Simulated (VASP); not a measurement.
Crystal: SiO2.

```xyz
6
Lattice="4.1773 0.0000 0.0000 0.0000 4.1773 0.0000 0.0000 0.0000 2.6655" Properties=species:S:1:pos:R:3 pbc="T T T"
O     1.2787    1.2787    0.0000
O     2.8986    2.8986    0.0000
O     0.8100    3.3673    1.3328
O     3.3673    0.8100    1.3328
Si    0.0000    0.0000    0.0000
Si    2.0886    2.0886    1.3328
```

The cell comes from a database or a generator and needn't be the stable form of this composition.

| Property | Result |
| --- | --- |
| Program | VASP 6.6.1 |
| Task | relaxation of cell and atoms |
| Functional | PBE |
| Potentials or basis | VASP PAW PBE potentials, release 64 (O, Si) |
| Cutoff | 600 eV |
| k mesh | 7 × 7 × 10 |
| Occupations | fermi-dirac, width 0.05 eV |
| Spin | no spin polarisation |

At the start: pressure 11.0 GPa; volume 7.75 Å³/atom.

Question: How do energy, volume and symmetry change on relaxing?

Answer: Over 7 steps the energy falls by 9.2 meV/atom and the volume is 8.04 Å³/atom (+3.7 %); space group P4_2/mnm (No. 136, to 0.05 Å).

The path:
| step | energy change (eV) | largest force (eV/Å) | pressure (GPa) | volume (Å³) |
| --- | --- | --- | --- | --- |
| 1 | 0.0000 | 0.1382 | 11.04 | 46.51 |
| 2 | 0.0371 | 0.4901 | -12.11 | 50.20 |
| 3 | -0.0524 | 0.1594 | 0.12 | 48.06 |
| 4 | -0.0524 | 0.1539 | 0.31 | 48.03 |
| 5 | -0.0547 | 0.0155 | 0.13 | 48.16 |
| 6 | -0.0547 | 0.0181 | 0.14 | 48.17 |
| 7 | -0.0551 | 0.0040 | -0.11 | 48.23 |

Final structure:
```yaml
crystal:
  lattice:
    - [4.23168, 0.00000, 0.00000]
    - [0.00000, 4.23168, 0.00000]
    - [0.00000, 0.00000, 2.69324]
  atoms:
    - { symbol: O, position: [0.30675, 0.30675, 0.00000] }
    - { symbol: O, position: [0.69325, 0.69325, 0.00000] }
    - { symbol: O, position: [0.19325, 0.80675, 0.50000] }
    - { symbol: O, position: [0.80675, 0.19325, 0.50000] }
    - { symbol: Si, position: [0.00000, 0.00000, 0.00000] }
    - { symbol: Si, position: [0.50000, 0.50000, 0.50000] }
```
